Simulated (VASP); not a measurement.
# SrO in VASP: one cell, several levels of theory

Aim: gap, levels, forces and stress of rocksalt SrO, under -3.0 % biaxial strain in the (111) plane, free along [111] at fixed geometry. Runs: PBE, r2SCAN. The results are then set beside those of Ansatz 0.2.0 for the same cell.

Program: VASP 6.6.1. PAW datasets, plane waves. (Simulation; spin polarisation is off.)

**1. The structure to begin with**

The cell comes from an earlier relaxation with r2SCAN in another program, then strained, with the atoms relaxed again.

The symmetry is R-3m (No. 166, trigonal); a = 3.539 Å, c = 9.118 Å in the conventional setting, 16.48 Å³ an atom. Sr has 6 O at 2.55 Å; O has 6 Sr at 2.55 Å.

Coordinates:

```
CELL_PARAMETERS angstrom
0.08647 2.58896 2.58896
2.58896 0.08647 2.58896
2.58896 2.58896 0.08647
ATOMIC_POSITIONS crystal
Sr 0.00000 0.00000 0.00000
O 0.50000 0.50000 0.50000
```

**2. Single point with PBE**

Contents of INCAR:

```
ENCUT = 520.000000
SIGMA = 0.020000
EDIFF = 1.00e-07
GGA = PE
PREC = Accurate
IBRION = -1
ISIF = 2
ISMEAR = -1
NBANDS = 15
NELM = 120
NSW = 0
LASPH = .TRUE.
LCHARG = .TRUE.
LELF = .TRUE.
LWAVE = .FALSE.
LREAL = .FALSE.
```

Contents of KPOINTS:

```
KPOINTS created by Atomic Simulation Environment
0
Gamma
8 8 8
0 0 0
```

Contents of KPOINTS_OPT:

```
special points
7
Reciprocal
0.0000000000 0.0000000000 0.0000000000 1
0.5000000000 0.0000000000 0.5000000000 1
0.6250000000 0.2500000000 0.6250000000 1
0.3750000000 0.3750000000 0.7500000000 1
0.5000000000 0.5000000000 0.5000000000 1
0.5000000000 0.2500000000 0.7500000000 1
0.0000000000 0.5000000000 0.5000000000 1
```

Contents of POSCAR:

```
Sr O
 1.0000000000000000
     0.0864678396000000    2.5889633957000000    2.5889633957000000
     2.5889633957000000    0.0864678396000000    2.5889633957000000
     2.5889633957000000    2.5889633957000000    0.0864678396000000
 Sr  O
   1   1
Cartesian
  0.0000000000000000  0.0000000000000000  0.0000000000000000
  2.6321973155000005  2.6321973155000005  2.6321973155000005
```

The run uses the recommended PBE PAW datasets (16 valence electrons a neutral cell).

Command:

```sh
$ mpirun -np 1 vasp_std
```

Standard output, without the iteration lines:

```text
POSCAR found type information on POSCAR SrO
 POSCAR found :  2 types and       2 ions
 LDA part: xc-table for (Slater+PW92), standard interpolation
 POSCAR, INCAR and KPOINTS ok, starting setup
 FFT: planning ... GRIDC
 FFT: planning ... GRID_SOFT
 FFT: planning ... GRID
 WAVECAR not read
 entering main loop
 Start KPOINTS_OPT (optional k-point list driver)
k-point batch [1-7\7]
```

OSZICAR:

```text
N       E                     dE             d eps       ncg     rms          rms(c)
DAV:   1     0.664098949591E+02    0.66410E+02   -0.84934E+03  1958   0.104E+03
DAV:   2    -0.112221942074E+02   -0.77632E+02   -0.71053E+02  2653   0.222E+02
DAV:   3    -0.141468092672E+02   -0.29246E+01   -0.29109E+01  2503   0.385E+01
DAV:   4    -0.141993508931E+02   -0.52542E-01   -0.52517E-01  2427   0.498E+00
DAV:   5    -0.142008201756E+02   -0.14693E-02   -0.14693E-02  2404   0.645E-01    0.174E+01
DAV:   6    -0.121267735267E+02    0.20740E+01   -0.65396E+00  1999   0.198E+01    0.205E+01
DAV:   7    -0.119983753182E+02    0.12840E+00   -0.27397E-01  2371   0.471E+00    0.120E+01
DAV:   8    -0.119869253212E+02    0.11450E-01   -0.11508E-01  2587   0.336E+00    0.542E-01
DAV:   9    -0.119884845166E+02   -0.15592E-02   -0.54302E-03  2508   0.475E-01    0.230E-01
DAV:  10    -0.119889450838E+02   -0.46057E-03   -0.45364E-04  2090   0.197E-01    0.775E-02
DAV:  11    -0.119890715144E+02   -0.12643E-03   -0.11899E-04  2160   0.813E-02    0.263E-02
DAV:  12    -0.119890892950E+02   -0.17781E-04   -0.24597E-05  2076   0.368E-02    0.147E-02
DAV:  13    -0.119890893570E+02   -0.61948E-07   -0.10145E-06  2272   0.886E-03    0.324E-03
DAV:  14    -0.119890892357E+02    0.12129E-06   -0.11611E-07  2438   0.257E-03    0.216E-03
DAV:  15    -0.119890892462E+02   -0.10539E-07   -0.49986E-09  1115   0.663E-04
   1 F= -.11989089E+02 E0= -.11989089E+02  d E =-.984205E-12
       N       E                     dE             ncg
DAV:   1     0.393786513815E+03   -0.42566E+04      210
DAV:   2    -0.120971101702E+03   -0.51476E+03      294
DAV:   3    -0.140048952380E+03   -0.19078E+02      290
DAV:   4    -0.140258146347E+03   -0.20919E+00      260
DAV:   5    -0.140262628525E+03   -0.44822E-02      261
DAV:   6    -0.140262708406E+03   -0.79880E-04      259
DAV:   7    -0.140262710932E+03   -0.25264E-05      237
DAV:   8    -0.140262711014E+03   -0.81847E-07      212
```

The lines after F= are the extra pass for the points of KPOINTS_OPT, at fixed density; their E is not a total energy.

OUTCAR, selected sections:

```text
k-points           NKPTS =     65   k-points in BZ     NKDIM =     65   number of bands    NBANDS=     15

   NELECT =      16.0000    total number of electrons

   dimension x,y,z NGX =    28 NGY =   28 NGZ =   28
   dimension x,y,z NGXF=    56 NGYF=   56 NGZF=   56

  energy-cutoff  :      520.00
  volume of cell :       32.97
      direct lattice vectors                 reciprocal lattice vectors
     0.086467840  2.588963396  2.588963396    -0.203082285  0.196518825  0.196518825
     2.588963396  0.086467840  2.588963396     0.196518825 -0.203082285  0.196518825
     2.588963396  2.588963396  0.086467840     0.196518825  0.196518825 -0.203082285

 k-points in reciprocal lattice and weights: KPOINTS created by Atomic Simulation Env
   0.00000000  0.00000000  0.00000000       0.002
   0.12500000 -0.00000000 -0.00000000       0.012
   0.25000000 -0.00000000 -0.00000000       0.012
   0.37500000  0.00000000 -0.00000000       0.012
   0.50000000 -0.00000000 -0.00000000       0.006
   0.12500000  0.12500000 -0.00000000       0.012
   0.25000000  0.12500000 -0.00000000       0.023
   0.37500000  0.12500000  0.00000000       0.023
[... 57 more k-points ...]

 E-fermi :   2.3064

 k-point     1 :       0.0000    0.0000    0.0000
  band No.  band energies     occupation
      1     -30.4925      2.00000
      2     -13.3110      2.00000
      3     -12.1177      2.00000
      4     -12.0792      2.00000
      5     -12.0792      2.00000
      6       1.7494      2.00000
      7       1.8624      2.00000
      8       1.8624      2.00000
      9       5.9844      0.00000
     10       7.7171      0.00000
     11       8.2718      0.00000
     12       8.2718      0.00000
     13      10.3547      0.00000
     14      10.3547      0.00000
     15      14.6922      0.00000

 k-point     2 :       0.1250   -0.0000   -0.0000
  band No.  band energies     occupation
      1     -30.4683      2.00000
      2     -13.6745      2.00000
      3     -12.1234      2.00000
      4     -12.0983      2.00000
      5     -11.7817      2.00000
      6       1.3816      2.00000
      7       1.5358      2.00000
      8       1.6597      2.00000
      9       6.6965      0.00000
     10       7.9625      0.00000
     11       8.1630      0.00000
     12       8.6140      0.00000
     13      10.7739      0.00000
     14      10.7757      0.00000
     15      15.7908      0.00000

 k-point     3 :       0.2500   -0.0000   -0.0000
  band No.  band energies     occupation
      1     -30.4091      2.00000
      2     -14.2669      2.00000
      3     -12.1483      2.00000
      4     -12.1436      2.00000
      5     -11.3368      2.00000
      6       0.5264      2.00000
      7       1.0429      2.00000
      8       1.2230      2.00000
      9       7.9244      0.00000
     10       8.2398      0.00000
     11       9.0215      0.00000
     12       9.5479      0.00000
     13      11.8145      0.00000
     14      11.8263      0.00000
     15      17.9433      0.00000

 k-point     4 :       0.3750    0.0000   -0.0000
  band No.  band energies     occupation
      1     -30.3489      2.00000
      2     -14.7181      2.00000
      3     -12.1880      2.00000
      4     -12.1725      2.00000
      5     -11.0330      2.00000
      6      -0.1598      2.00000
      7       0.6180      2.00000
      8       0.8416      2.00000
      9       8.2197      0.00000
     10       9.8011      0.00000
     11      10.1519      0.00000
     12      10.6889      0.00000
     13      13.0854      0.00000
     14      13.1491      0.00000
     15      17.7944      0.00000

 k-point     5 :       0.5000   -0.0000   -0.0000
  band No.  band energies     occupation
      1     -30.3236      2.00000
      2     -14.8839      2.00000
      3     -12.2062      2.00000
      4     -12.1822      2.00000
      5     -10.9280      2.00000
      6      -0.4154      2.00000
      7       0.4562      2.00000
      8       0.6960      2.00000
      9       8.4607      0.00000
     10      10.5559      0.00000
     11      10.6524      0.00000
     12      11.2350      0.00000
     13      13.9597      0.00000
     14      14.0731      0.00000
     15      17.2226      0.00000

 k-point     6 :       0.1250    0.1250   -0.0000
  band No.  band energies     occupation
      1     -30.4620      2.00000
      2     -13.7169      2.00000
      3     -12.1685      2.00000
      4     -12.1368      2.00000
      5     -11.6989      2.00000
      6       1.0321      2.00000
      7       1.7174      2.00000
      8       1.7938      2.00000
      9       6.7271      0.00000
     10       7.4013      0.00000
     11       8.6038      0.00000
     12       8.9373      0.00000
     13      10.5727      0.00000
     14      11.2028      0.00000
     15      16.0332      0.00000

 k-point     7 :       0.2500    0.1250   -0.0000
  band No.  band energies     occupation
      1     -30.4161      2.00000
      2     -14.1013      2.00000
      3     -12.2269      2.00000
      4     -12.1823      2.00000
      5     -11.4397      2.00000
      6       0.5305      2.00000
      7       1.4115      2.00000
      8       1.5149      2.00000
      9       7.0938      0.00000
     10       7.8390      0.00000
     11       9.3544      0.00000
     12       9.7394      0.00000
     13      11.1843      0.00000
     14      12.0820      0.00000
     15      17.8428      0.00000

 k-point     8 :       0.3750    0.1250    0.0000
  band No.  band energies     occupation
      1     -30.3564      2.00000
      2     -14.5131      2.00000
      3     -12.2612      2.00000
      4     -12.2412      2.00000
      5     -11.2179      2.00000
      6       0.1496      2.00000
      7       0.8862      2.00000
      8       1.0870      2.00000
      9       7.5795      0.00000
     10       9.0211      0.00000
     11      10.3170      0.00000
     12      10.8234      0.00000
     13      12.4488      0.00000
     14      13.0457      0.00000
     15      17.9257      0.00000

[... the tables of k-points 9 to 65 left out ...]

  Total        1.3339731      1.3339731      1.3339731     -0.4103926     -0.4103926     -0.4103926
  in kB       64.8279969     64.8279969     64.8279969    -19.9441249    -19.9441249    -19.9441249
  external PRESSURE =      64.8279969 kB  Pullay stress =       0.0000000 kB

 POSITION                                       TOTAL-FORCE (eV/Angst)
 -----------------------------------------------------------------------------------
      0.00000      0.00000      0.00000        -0.000000     -0.000000      0.000000
      2.63220      2.63220      2.63220         0.000000      0.000000     -0.000000
 -----------------------------------------------------------------------------------
    total drift:                                0.000000      0.000000      0.000000

  FREE ENERGIE OF THE ION-ELECTRON SYSTEM (eV)
  ---------------------------------------------------
  free  energy   TOTEN  =       -11.9890892462 eV

  energy  without entropy=      -11.9890892462  energy(sigma->0) =      -11.98908925
```

Hardware: 1 MPI rank of Intel Xeon Platinum 8488C, shared host.

The levels at the points of KPOINTS_OPT are read from vasprun.xml.

Near the gap, in eV above the top of the last filled band v; c is the band after it:

```
point    v−1      v     c   c+1
    Γ   0.00   0.00  4.12  5.85
    X  -0.15  -0.07  3.19  7.95
    U  -0.56  -0.49  4.65  8.13
    K  -0.56  -0.49  4.65  8.13
    L  -1.08  -1.08  6.48  8.59
    W  -0.49  -0.42  5.98  6.13
```

Gap with PBE: 3.19 eV, valence top at Γ, conduction bottom at (0.50, 0.50, 0.00). Least direct gap: 3.26 eV. The pressure is 6.48 GPa; the forces vanish within 0.01 eV/Å.

Axes a, b and c in the maps are those of this run's conventional cell (a, b, c = 3.539, 3.539, 9.118 Å).

Density in a lattice plane of the grid's cell (edges 3.54 and 9.12 Å, at 0.000 of the third edge), which holds Sr and O.

Ten even steps from ' ' (0.03 e/Å³) to '@' (8.03 e/Å³):
```
--::..          ..::
                    
                    
                    
                    
                    
                    
                    
==::              ::
@@**..          ..**
==::              ::
                    
                    
                    
                    
                    
                    
                    
--::..          ..::
==--::          ::--
```
Columns run along the first of these edges and rows up along the second, over one cell in 10 and 20 even steps from the bottom left corner. Atoms in the plane (fractional): Sr at (0.00, 0.00), O at (1.00, 0.50).

ELF in the same plane.

Values, 12 rows by 6 columns:
```
0.82 0.66 0.08 0.34 0.08 0.66
0.03 0.06 0.41 0.60 0.41 0.06
0.02 0.04 0.08 0.11 0.08 0.04
0.15 0.05 0.30 0.63 0.30 0.05
0.81 0.60 0.08 0.17 0.08 0.60
0.30 0.82 0.42 0.03 0.42 0.82
0.81 0.60 0.08 0.17 0.08 0.60
0.15 0.05 0.30 0.63 0.30 0.05
0.02 0.04 0.08 0.11 0.08 0.04
0.03 0.06 0.41 0.60 0.41 0.06
0.82 0.66 0.08 0.34 0.08 0.66
0.45 0.80 0.33 0.02 0.33 0.80
```
Columns run along the first of these edges and rows up along the second, over one cell in 6 and 12 even steps from the bottom left corner. Atoms in the plane (fractional): Sr at (0.00, 0.00), O at (1.00, 0.50).

Both are smooth fields of the valence electrons: close to the nuclei they are not physical.

Maxima of ELF outside the ion cores: 0.83 in the shell around O, 0.6 Å from O.

(Part 1 of 2 ends here.)
